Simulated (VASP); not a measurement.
## MgO: single point with PBE

The system is MgO.

```
CELL_PARAMETERS angstrom
3.30779 0.00000 0.00000
-1.65389 2.86463 0.02148
0.00000 0.03737 4.98288
ATOMIC_POSITIONS crystal
Mg 0.33333 0.66667 0.00216
Mg 0.66667 0.33333 0.50216
O 0.33333 0.66667 0.40244
O 0.66667 0.33333 0.90244
```

The cell comes from a database or a generator and needn't be the stable form of this composition.

The cell isn't the ideal one: strain +0.0150 x Voigt [0, 0, 0, 1, 0, 0], atoms carried along.

- Program: VASP 6.6.1
- Task: single point
- Functional: PBE
- Potentials or basis: VASP PAW PBE potentials, release 64 (Mg, O)
- Cutoff: 520 eV
- k mesh: 9 × 9 × 6
- Occupations: gaussian, width 0.05 eV
- Spin: no spin polarisation
- Dipole correction: no
- Further INCAR settings: ALGO = Normal; EDIFF = 1e-07; NBANDS = 16

```json
{
  "Pressure": "3.0 GPa",
  "Largest force": "0.060 eV/Å",
  "Band gap on the k mesh": "3.46 eV, direct"
}
```

Forces in eV/Å, atoms in the order of the input:
```
Mg   0.000 -0.059  0.009
Mg   0.000 -0.055  0.009
O    0.000  0.055 -0.009
O    0.000  0.059 -0.009
```

Stress tensor (GPa, compression positive):
```
 2.89  0.00  0.00
 0.00  2.89 -1.11
 0.00 -1.11  3.13
```

Levels at points of the mesh, in eV from the valence-band top:
| k point | band 5 | band 6 | band 7 | band 8 | band 9 | band 10 | band 11 | band 12 |
| --- | --- | --- | --- | --- | --- | --- | --- | --- |
| (0.00, 0.00, 0.00) | -0.79 | -0.45 | -0.45 | 0.00 | 3.46 | 8.51 | 10.34 | 14.08 |
| (0.00, 0.00, 0.50) | -0.64 | -0.64 | -0.61 | -0.61 | 5.98 | 5.98 | 13.22 | 13.22 |

Run time: 55 s on 1 thread of Intel(R) Xeon(R) Platinum 8488C (Sapphire Rapids), on a shared host, peak memory 0.24 GiB.

Caveat: an odd mesh through Γ misses points on the zone boundary, where band edges often lie.
